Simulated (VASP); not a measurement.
# CuO (Tenorite) (C2/c) in VASP: a series of runs, part 2 of 3

VASP 6.6.1. The steps go on from the part before.

## Step 4: Electric field gradients, PBE

The input, INCAR:

```
SYSTEM = CuO
ALGO = Fast
EDIFF = 1E-8
ENCUT = 520
GGA = PE
ISIF = 2
ISMEAR = 0
LASPH = .True.
LCHARG = .False.
LEFG = .True.
LREAL = .False.
LWAVE = .False.
NELM = 80
PREC = Accurate
SIGMA = 0.02
```

The input, KPOINTS:

```
k-points
0
Gamma
  10 10 5
  0 0 0
```

The input, POSCAR:

```
CuO
1.0
    2.3418500000     -1.7113000000      0.0000000000
    2.3418500000      1.7113000000      0.0000000000
   -0.8500274268      0.0000000000      5.0578693947
Cu O
2 2
Direct
    0.5000000000      0.0000000000      0.5000000000
    0.0000000000      0.5000000000      0.0000000000
    0.4184000000      0.5816000000      0.7500000000
    0.5816000000      0.4184000000      0.2500000000
```

Potentials or basis: VASP PAW PBE potentials, release 64 (Cu, O).

The run is started by

```bash
> cat potpaw_PBE.64/Cu/POTCAR potpaw_PBE.64/O/POTCAR > POTCAR
> mpirun -np 1 vasp_std > vasp.out
```

OUTCAR:

```text
SYSTEM = CuO
   EDIFF = 1E-8
   ENCUT = 520
   GGA = PE
   ISIF = 2
   ISMEAR = 0
   LASPH = .True.
   LREAL = .False.
   NELM = 80
   PREC = Accurate

 ion  position               nearest neighbor table
   1  0.500  0.000  0.500-   3 1.95   4 1.95   4 1.96   3 1.96
   2  0.000  0.500  0.000-   4 1.95   3 1.95   4 1.96   3 1.96
   3  0.418  0.582  0.750-   2 1.95   1 1.95   2 1.96   1 1.96
   4  0.582  0.418  0.250-   1 1.95   2 1.95   2 1.96   1 1.96

  LATTYP: Found a base centered monoclinic cell.
 ALAT       =     4.6837000000
 B/A-ratio  =     0.7307470589
 C/A-ratio  =     1.0950317057
 COS(beta)  =    -0.1657361228

  Lattice vectors:

 A1 = (   2.3418500000,  -1.7113000000,   0.0000000000)
 A2 = (   2.3418500000,   1.7113000000,   0.0000000000)
 A3 = (  -0.8500274268,   0.0000000000,   5.0578693947)

Analysis of symmetry for initial positions (statically):
=====================================================================
 Subroutine PRICEL returns:
 Original cell was already a primitive cell.

 Routine SETGRP: Setting up the symmetry group for a
 base centered monoclinic supercell.

 Subroutine GETGRP returns: Found  4 space group operations
 (whereof  2 operations were pure point group operations)
 out of a pool of  4 trial point group operations.

The static configuration has the point symmetry S_2 .
 The point group associated with its full space group is C_2h.

Analysis of symmetry for dynamics (positions and initial velocities):
=====================================================================
 Subroutine PRICEL returns:
 Original cell was already a primitive cell.

 Routine SETGRP: Setting up the symmetry group for a
 base centered monoclinic supercell.
[... 747 lines left out ...]

  FORCE on cell =-STRESS in cart. coord.  units (eV):
  Direction    XX          YY          ZZ          XY          YZ          ZX
  --------------------------------------------------------------------------------------
  -------------------------------------------------------------------------------------
  Total        1.5946731      1.8191509      1.4165782      0.0000000      0.0000000     -0.3419016
  in kB       63.0230487     71.8946331     55.9845640      0.0000000      0.0000000    -13.5122885
  external PRESSURE =      63.6340819 kB  Pullay stress =       0.0000000 kB

 VOLUME and BASIS-vectors are now :
 -----------------------------------------------------------------------------
  energy-cutoff  :      520.00
  volume of cell :       40.54
      direct lattice vectors                 reciprocal lattice vectors
     2.341850000 -1.711300000  0.000000000     0.213506416 -0.292175539  0.035881968
     2.341850000  1.711300000  0.000000000     0.213506416  0.292175539  0.035881968
    -0.850027427  0.000000000  5.057869395     0.000000000  0.000000000  0.197711709

 POSITION                                       TOTAL-FORCE (eV/Angst)
 -----------------------------------------------------------------------------------
      0.74591     -0.85565      2.52893        -0.000000      0.000000      0.000000
      1.17092      0.85565      0.00000        -0.000000      0.000000      0.000000
      1.70433      0.27928      3.79340         0.000000     -0.218321      0.000000
      2.12934     -0.27928      1.26447         0.000000      0.218321      0.000000
 -----------------------------------------------------------------------------------
    total drift:                                0.000000      0.000000     -0.000000

  FREE ENERGIE OF THE ION-ELECTRON SYSTEM (eV)
  ---------------------------------------------------
  free  energy   TOTEN  =       -19.5213935376 eV

  energy  without entropy=      -19.5208736119  energy(sigma->0) =      -19.52113357

 Electric field gradients (V/A^2)
---------------------------------------------------------------------
 ion       V_xx      V_yy      V_zz      V_xy      V_xz      V_yz
---------------------------------------------------------------------
   1      -2.918   -12.022    14.939    17.899    -5.619     6.995
   2      -2.918   -12.022    14.939   -17.899    -5.619    -6.995
   3      13.213   -23.688    10.475     0.000   -17.351     0.000
   4      13.213   -23.688    10.475    -0.000   -17.351    -0.000
---------------------------------------------------------------------

 Electric field gradients after diagonalization (V/A^2)
 (convention: |V_zz| > |V_xx| > |V_yy|)
----------------------------------------------------------------------
 ion       V_xx      V_yy      V_zz     asymmetry (V_yy - V_xx)/ V_zz
----------------------------------------------------------------------
   1      16.825    10.995   -27.820       0.210
   2      16.825    10.995   -27.820       0.210
   3     -23.688    -5.561    29.249       0.620
   4     -23.688    -5.561    29.249       0.620
----------------------------------------------------------------------

           NMR quadrupolar parameters

 Cq : quadrupolar parameter    Cq=e*Q*V_zz/h
 eta: asymmetry parameters     (V_yy - V_xx)/ V_zz
 Q  : nuclear electric quadrupole moment in mb (millibarn)
----------------------------------------------------------------------
 ion       Cq(MHz)       eta       Q (mb)
----------------------------------------------------------------------
   1      -0.067       0.210       1.000
   2      -0.067       0.210       1.000
   3       0.071       0.620       1.000
   4       0.071       0.620       1.000
----------------------------------------------------------------------
```

stdout:

```text
POSCAR found type information on POSCAR CuO
 POSCAR found :  2 types and       4 ions
 scaLAPACK will be used
 LDA part: xc-table for (Slater+PW92), standard interpolation
 POSCAR, INCAR and KPOINTS ok, starting setup
 FFT: planning ... GRIDC
 FFT: planning ... GRID_SOFT
 FFT: planning ... GRID
 WAVECAR not read
 entering main loop
ion   1
     0.0000464   -18.4663419    -9.0505183    -7.7488495     4.3942505    -6.1204188
     0.0000639   -18.4663417    -9.0505181    -7.7488494     4.3942505    -6.1204188
     0.0000880   -18.4663413    -9.0505179    -7.7488493     4.3942504    -6.1204186
     0.0001211   -18.4663405    -9.0505176    -7.7488489     4.3942502    -6.1204184

     0.0000464   -15.7336234    -6.1207817   -11.8692625     5.0349278    -3.8645425
     0.0000639   -15.7353727    -6.1216704   -11.8698998     5.0352986    -3.8651360
     0.0000880   -15.7382820    -6.1231486   -11.8709599     5.0359129    -3.8661210
     0.0001211   -15.7430967    -6.1255953   -11.8727143     5.0369255    -3.8677479

ion   2
     0.0000464    18.4663419     9.0505183    -7.7488495     4.3942505    -6.1204188
     0.0000639    18.4663417     9.0505181    -7.7488494     4.3942505    -6.1204188
     0.0000880    18.4663413     9.0505179    -7.7488493     4.3942504    -6.1204186
     0.0001211    18.4663405     9.0505176    -7.7488489     4.3942502    -6.1204184

     0.0000464    15.7336234     6.1207817   -11.8692625     5.0349278    -3.8645425
     0.0000639    15.7353727     6.1216704   -11.8698998     5.0352986    -3.8651360
     0.0000880    15.7382820     6.1231486   -11.8709599     5.0359129    -3.8661210
     0.0001211    15.7430967     6.1255953   -11.8727143     5.0369255    -3.8677479

ion   3

ion   4
```

Run time: 52 s. Hardware: 1 thread of Intel Xeon 6975P-C (Granite Rapids), shared host; peak memory 0.23 GiB.

What came out:

| Quantity | Value |
| --- | --- |
| Free energy | -19.5214 eV |
| Pressure | 6.4 GPa |
| Largest force | 0.218 eV/Å |
| Band gap on the k mesh | none (metal or under the smearing width) |

Forces in eV/Å, atoms in the order of the input:
```
Cu   0.000  0.000  0.000
Cu   0.000  0.000  0.000
O    0.000 -0.218  0.000
O    0.000  0.218  0.000
```

Electric field gradients, principal values (V/Å²):
```
atom     Vxx      Vyy      Vzz
1 Cu  10.995   16.825  -27.820
2 Cu  10.995   16.825  -27.820
 3 O  -5.561  -23.688   29.249
 4 O  -5.561  -23.688   29.249
```

Caveat: the run has no spin polarisation, though such a crystal can be magnetic; semilocal functionals often make such compounds metallic where correlation or magnetic order opens a gap, which also shifts bond lengths. With open d or f shells a metallic result of PBE can be an artefact of self-interaction; +U or a hybrid may open a gap.

(Continued in part 3 of 3.)
